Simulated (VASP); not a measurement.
# Tl (P6/mmm) in VASP: notebook

Runs on Tl. Level: LDA. Tasks: single point, relaxation of cell and atoms.

Everything below comes from runs of VASP 6.6.1. Logs are shortened: lines on timing, memory, paths and dates and some standing lists are left out, and cuts for length are marked.

## (1) Starting point

The structure is hexagonal, space group P6/mmm (No. 191). Conventional cell: a = 5.364 Å, b = 5.364 Å, c = 3.302 Å, α = 90.00°, β = 90.00°, γ = 120.00°. Tl (site symmetry 6/mmm) is surrounded by 14 Tl at 3.30 to 3.51 Å. Tl (site symmetry -6m2) is surrounded by 11 Tl at 3.10 to 3.51 Å.

The cell was built by a generator and needn't be a form met in nature.

## (2) Single point, LDA

Input file INCAR:

```
SYSTEM = Tl
PREC = Accurate ; ENCUT = 520
EDIFF = 1E-6 ; ISMEAR = -1
SIGMA = 0.1 ; LREAL = .FALSE.
LASPH = .TRUE. ; NELM = 80
ALGO = Normal ; ISIF = 2
LWAVE = .FALSE. ; LCHARG = .TRUE.
GGA = CA ; LELF = .TRUE.
LVHAR = .TRUE. ; NBANDS = 26
```

Input file KPOINTS:

```
regular mesh
0
G
  7 7 10
  0 0 0
```

Input file POSCAR:

```
Tl
1.0
    5.3642080986      0.0000000000      0.0000000000
   -2.6821040493      4.6455404846      0.0000000000
    0.0000000000      0.0000000000      3.3021658846
Tl
3
Direct
    1.0000000000      0.0000000000      1.0000000000
    0.3333333333      0.6666666667      0.5000000000
    0.6666666667      0.3333333333      0.5000000000
```

Potentials or basis: VASP PAW LDA potentials, release 64 (Tl_d).

On the command line:

```sh
> cat potpaw_LDA.64/Tl_d/POTCAR > POTCAR
> mpirun -np 1 vasp_std > vasp.out
```

OUTCAR:

```text
SYSTEM = Tl
   PREC = Accurate
   ENCUT = 520
   EDIFF = 1E-6
   ISMEAR = -1
   LREAL = .FALSE.
   LASPH = .TRUE.
   NELM = 80
   ISIF = 2
   GGA = CA

 ion  position               nearest neighbor table
   1  0.000  0.000  0.000-   2 3.51   3 3.51   2 3.51   3 3.51   3 3.51   3 3.51   2 3.51   2 3.51
                             3 3.51   3 3.51   2 3.51   2 3.51
   2  0.333  0.667  0.500-   3 3.10   3 3.10   3 3.10   1 3.51   1 3.51   1 3.51   1 3.51   1 3.51
                             1 3.51
   3  0.667  0.333  0.500-   2 3.10   2 3.10   2 3.10   1 3.51   1 3.51   1 3.51   1 3.51   1 3.51
                             1 3.51

  LATTYP: Found a hexagonal cell.
 ALAT       =     5.3642080986
 C/A-ratio  =     0.6155924274

  Lattice vectors:

 A1 = (   5.3642080986,   0.0000000000,   0.0000000000)
 A2 = (  -2.6821040493,   4.6455404846,   0.0000000000)
 A3 = (   0.0000000000,   0.0000000000,   3.3021658846)

Analysis of symmetry for initial positions (statically):
=====================================================================
 Subroutine PRICEL returns:
 Original cell was already a primitive cell.

 Routine SETGRP: Setting up the symmetry group for a
 hexagonal supercell.

 Subroutine GETGRP returns: Found 24 space group operations
 (whereof 24 operations were pure point group operations)
 out of a pool of 24 trial point group operations.

The static configuration has the point symmetry D_6h.

Analysis of symmetry for dynamics (positions and initial velocities):
=====================================================================
 Subroutine PRICEL returns:
 Original cell was already a primitive cell.

 Routine SETGRP: Setting up the symmetry group for a
 hexagonal supercell.

 Subroutine GETGRP returns: Found 24 space group operations
 (whereof 24 operations were pure point group operations)
 out of a pool of 24 trial point group operations.

The dynamic configuration has the point symmetry D_6h.

 Subroutine INISYM returns: Found 24 space group operations
 (whereof 24 operations are pure point group operations),
 and found     1 'primitive' translations

----------------------------------------------------------------------------------------

                                     Primitive cell

  volume of cell :      82.2888
[... 86 lines left out ...]
   LNONCOLLINEAR =      F non collinear calculations
   LSORBIT =      F    spin-orbit coupling
   LASPH  =      T    aspherical Exc in radial PAW
   ENCUT  =  520.0 eV  38.22 Ry    6.18 a.u.   9.97  9.97  6.14*2*pi/ulx,y,z
   NELM   =     80;   NELMIN=  2; NELMDL= -5     # of ELM steps
   EDIFF  = 0.1E-05   stopping-criterion for ELM
   LREAL  =      F    real-space projection
   EDIFFG = 0.1E-04   stopping-criterion for IOM
   NSW    =      0    number of steps for IOM
   IBRION =     -1    ionic relax: 0-MD 1-quasi-New 2-CG
   NFREE  =      0    steps in history (QN), initial steepest desc. (CG)
   ISIF   =      2    stress and relaxation
   ISYM   =      2    0-nonsym 1-usesym 2-fastsym
   POTIM  = 0.5000    time-step for ionic-motion
   TEBEG  =    0.0;   TEEND  =   0.0 temperature during run
   PSTRESS=    0.0 pullay stress
   NELECT =      39.0000    total number of electrons
   NUPDOWN=      -1.0000    fix difference up-down
   EMIN   =  10.00;   EMAX   =-10.00  energy-range for DOS
   EFERMI =   0.00;   METHOD = LEGACY
   ISMEAR =    -1;   SIGMA  =   0.10  broadening in eV -4-tet -1-fermi 0-gaus
   EFERMI_NEDOS =   21; number of points for ismear=-14 and -15
   IALGO  =     38    algorithm
   IMIX   =      4    mixing-type and parameters
     AMIX     =   0.40;   BMIX     =  1.00
     AMIX_MAG =   1.60;   BMIX_MAG =  1.00
  volume/ion in A,a.u.               =      27.43       185.10
  Fermi-wavevector in a.u.,A,eV,Ry     =   1.276388  2.412024 22.166161  1.629167
  Thomas-Fermi vector in A             =   2.409047
   LORBIT       =      0    0 simple, 1 ext, 2 COOP (PROOUT), +10 PAW based schemes
   GGA     = CA    functional components
   LHFCALC =     F    Hartree Fock is set to
   AEXX    =    0.0000 exact exchange contribution
   IVDW    =     0    specifies the selected vdW correction
   LEPSILON=     F    determine dielectric tensor
   LRPA    =     F    only Hartree local field effects (RPA)
 non-spin polarized calculation
  energy-cutoff  :      520.00
  volume of cell :       82.29
 maximum number of plane-waves:      2232
 NGX is ok and might be reduce to    40
   NGX = 19   NGY = 19   NGZ = 13

 number of electron      39.0000002 magnetization

 Free energy of the ion-electron system (eV)
  ---------------------------------------------------
  ext. energy  EPLUGINS =         0.00000000
  ---------------------------------------------------
  free energy    TOTEN  =        -8.77598274 eV

  energy without entropy =       -8.74138776  energy(sigma->0) =       -8.75868525

 E-fermi :   6.8727     XC(G=0): -10.7062

 val. band max:        6.7897911114   @ k =   0.0000   0.0000   0.2000
 cond. band min:       6.8861499173   @ k =   0.2857   0.0000   0.4000
 fundamental gap:      0.0963588059
 Fermi energy:         6.8726551800

 k-point     1 :       0.0000    0.0000    0.0000
  band No.  band energies     occupation
      1      -5.3563      2.00000
      2      -4.9427      2.00000
      3      -4.9249      2.00000
      4      -4.9249      2.00000
      5      -4.9076      2.00000
      6      -4.7067      2.00000
[... 685 lines left out ...]
     25      14.0575      0.00000
     26      14.1174      0.00000

 [... further k-points ...]

------------------------ aborting loop because EDIFF is reached ----------------------------------------

  FORCE on cell =-STRESS in cart. coord.  units (eV):
  Direction    XX          YY          ZZ          XY          YZ          ZX
  --------------------------------------------------------------------------------------
  -------------------------------------------------------------------------------------
  Total        0.0380953      0.0380953      0.0748935      0.0000000      0.0000000      0.0000000
  in kB        0.7417223      0.7417223      1.4581900      0.0000000      0.0000000      0.0000000
  external PRESSURE =       0.9805449 kB  Pullay stress =       0.0000000 kB

 VOLUME and BASIS-vectors are now :
 -----------------------------------------------------------------------------
  energy-cutoff  :      520.00
  volume of cell :       82.29
      direct lattice vectors                 reciprocal lattice vectors
     5.364208099  0.000000000  0.000000000     0.186420807  0.107630103  0.000000000
    -2.682104049  4.645540485  0.000000000     0.000000000  0.215260206  0.000000000
     0.000000000  0.000000000  3.302165885     0.000000000  0.000000000  0.302831546

 POSITION                                       TOTAL-FORCE (eV/Angst)
 -----------------------------------------------------------------------------------
      0.00000      0.00000      0.00000        -0.000000      0.000000     -0.000000
     -0.00000      3.09703      1.65108         0.000000      0.000000      0.000000
      2.68210      1.54851      1.65108        -0.000000      0.000000     -0.000000
 -----------------------------------------------------------------------------------
    total drift:                               -0.000000     -0.000000      0.000000

  FREE ENERGIE OF THE ION-ELECTRON SYSTEM (eV)
  ---------------------------------------------------
  free  energy   TOTEN  =        -8.7759827376 eV

  energy  without entropy=       -8.7413877594  energy(sigma->0) =       -8.75868525
```

Run time: 36 s. Hardware: 1 thread of AMD EPYC 9R45 (Zen 5), shared host; peak memory 0.18 GiB.

What came out:

```yaml
Free_energy: -8.7760 eV
Pressure: 0.1 GPa
Band_gap_on_the_k_mesh: none (metal or under the smearing width)
```

Spin-orbit coupling is left out, which matters for the levels of Tl.

## (3) Relaxation of cell and atoms, LDA

This run uses another cell than the first one, of 28.04 Å³/atom, 1.022 times its volume.

Input file INCAR:

```
PREC = Accurate
ENCUT = 600
EDIFF = 1E-6
ISMEAR = -1
SIGMA = 0.1
LREAL = False
LASPH = True
NELM = 60
ALGO = Fast
ISIF = 3
LWAVE = False
LCHARG = False
IBRION = 2
NSW = 80
EDIFFG = -0.01
```

Input file KPOINTS:

```
Automatic mesh
0
Gamma
  7 7 10
```

Input file POSCAR:

```
Tl
1.0
    5.4111348334      0.0000000000      0.0000000000
   -2.7055674167      4.6861802290      0.0000000000
    0.0000000000      0.0000000000      3.3170256529
Tl
3
Direct
    0.0000000000      0.0000000000      0.0000000000
    0.3333333333      0.6666666667      0.5000000000
    0.6666666667      0.3333333333      0.5000000000
```

Potentials or basis: VASP PAW LDA potentials, release 64 (Tl_d).

On the command line:

```sh
> cat potpaw_LDA.64/Tl_d/POTCAR > POTCAR
> mpirun -np 1 vasp_std > vasp.out
```

It took 3.3 min on 1 thread of AMD EPYC 9R45 (Zen 5), shared host; peak memory 0.22 GiB.

The run converged. Its results:

```
Free energy                            : -8.7765 eV
Relaxed volume                         : 27.52 Å³/atom
Relaxed cell                           : a = 5.368 Å, b = 5.368 Å, c = 3.308 Å, α = 90.00°, β = 90.00°, γ = 120.00°
Space group after relaxing (to 0.05 Å) : P6/mmm (No. 191)
Energy gained by relaxing              : 1.3 meV/atom
Ionic steps                            : 6
Pressure after relaxing                : 0.0 GPa
Band gap on the k mesh                 : none (metal or under the smearing width)
```

The path:
| step | energy change (eV) | largest force (eV/Å) | pressure (GPa) | volume (Å³) |
| --- | --- | --- | --- | --- |
| 1 | 0.0000 | 0.0000 | -0.75 | 84.11 |
| 2 | -0.0038 | 0.0000 | 0.05 | 82.52 |
| 3 | -0.0038 | 0.0000 | -0.02 | 82.59 |
| 4 | -0.0038 | 0.0000 | -0.04 | 82.56 |
| 5 | -0.0039 | 0.0000 | 0.01 | 82.56 |
| 6 | -0.0039 | 0.0000 | 0.01 | 82.57 |

Final structure:
```
Tl
1.0
     5.36843    0.00000    0.00000
    -2.68422    4.64920    0.00000
     0.00000    0.00000    3.30817
Tl
3
Direct
  0.00000 0.00000 0.00000
  0.33333 0.66667 0.50000
  0.66667 0.33333 0.50000
```

Levels at points of the mesh, in eV from the Fermi level:
```tsv
k point	band 16	band 17	band 18	band 19	band 20	band 21	band 22	band 23
(0.00, 0.00, 0.00)	-10.48	-4.50	-4.11	-0.62	-0.62	-0.49	-0.49	4.62
(0.00, 0.00, 0.50)	-7.00	-5.83	-1.61	0.13	0.70	1.34	1.34	1.40
```

Spin-orbit coupling is left out, which matters for the levels of Tl.
